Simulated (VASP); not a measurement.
PtS2: single point with LDA+U

Crystal: PtS2.

```xyz
3
Lattice="3.1165 -1.9105 0.0000 3.1165 1.9105 0.0000 -0.0031 0.0000 4.3949" Properties=species:S:1:pos:R:3 pbc="T T T"
Pt    0.0000    0.0000    0.0000
S     4.2868    0.0000    1.2697
S     1.9431    0.0000    3.1252
```

The cell was built by a generator and isn't the measured one.

```json
{
  "Program": "VASP 6.6.1",
  "Task": "single point",
  "Functional": "LDA",
  "Potentials or basis": "VASP PAW LDA potentials, release 64 (Pt, S)",
  "Cutoff": "520 eV",
  "k mesh": "6 × 6 × 4",
  "Occupations": "gaussian, width 0.05 eV",
  "Spin": "collinear spin, ferromagnetic start",
  "Starting moments": "[0.5, 0.0, 0.0] μB",
  "Hubbard terms": "Pt d U = 3 eV"
}
```

* Pressure: -13.6 GPa
* Largest force: 1.464 eV/Å
* Band gap on the k mesh: none (metal or under the smearing width)
* Net moment: 0.00 μB per cell
* Valence electrons inside the program's atomic spheres: Pt 9.44; S 3.55

Forces on the atoms (eV/Å):
```
Pt   0.000  0.000  0.000
S   -0.782  0.000 -1.237
S    0.782  0.000  1.237
```

Stress tensor (GPa, compression positive):
```
 -9.97   0.00  -5.91
  0.00 -21.71   0.00
 -5.91   0.00  -9.17
```

Levels at points of the mesh, in eV from the Fermi level:
Spin up:
```csv
k point,band 7,band 8,band 9,band 10,band 11,band 12,band 13,band 14,band 15
"(0.00, 0.00, 0.00)",-3.79,-2.29,-1.35,-0.54,0.02,0.52,1.11,3.87,4.80
"(0.50, 0.00, 0.00)",-3.57,-3.40,-3.17,-2.66,-2.66,0.41,2.72,6.23,7.33
"(0.50, 0.50, 0.00)",-3.88,-3.62,-3.46,-2.56,-2.50,1.26,2.32,5.43,6.39
"(0.00, 0.00, 0.50)",-3.82,-2.71,-2.40,-1.81,-1.65,2.27,2.48,5.95,6.98
"(0.50, 0.00, 0.50)",-3.45,-3.10,-3.01,-2.07,-0.29,0.39,1.96,4.98,5.38
"(0.50, 0.50, 0.50)",-3.52,-3.45,-2.80,-2.24,-1.54,-0.15,1.52,6.07,6.24
```
Spin down:
```
           k point  band 9  band 10  band 11  band 12  band 13  band 14
(0.00, 0.00, 0.00)   -1.35    -0.54     0.02     0.52     1.11     3.87
(0.50, 0.00, 0.00)   -3.17    -2.66    -2.66     0.41     2.72     6.23
(0.50, 0.50, 0.00)   -3.46    -2.56    -2.50     1.26     2.32     5.43
(0.00, 0.00, 0.50)   -2.40    -1.81    -1.65     2.27     2.48     5.95
(0.50, 0.00, 0.50)   -3.01    -2.07    -0.29     0.39     1.96     4.98
(0.50, 0.50, 0.50)   -2.80    -2.24    -1.54    -0.15     1.52     6.07
```

Eigenvalues of the final occupation matrices:
```csv
site,spin,trace,eigenvalues
site 1 d,1,4.13,0.67 0.72 0.91 0.91 0.91
site 1 d,2,4.13,0.67 0.72 0.91 0.91 0.91
```

Run time: 49 s on 1 thread of Intel(R) Xeon(R) Platinum 8259CL CPU @ 2.50GHz (Skylake/Cascade Lake), with other jobs on the host, peak memory 0.2 GiB.

Caveat: forces of over 1 eV/Å show positions far from the minimum, so gaps and moduli don't describe the material at rest. The state reached can hang on the start; a lower one may exist.
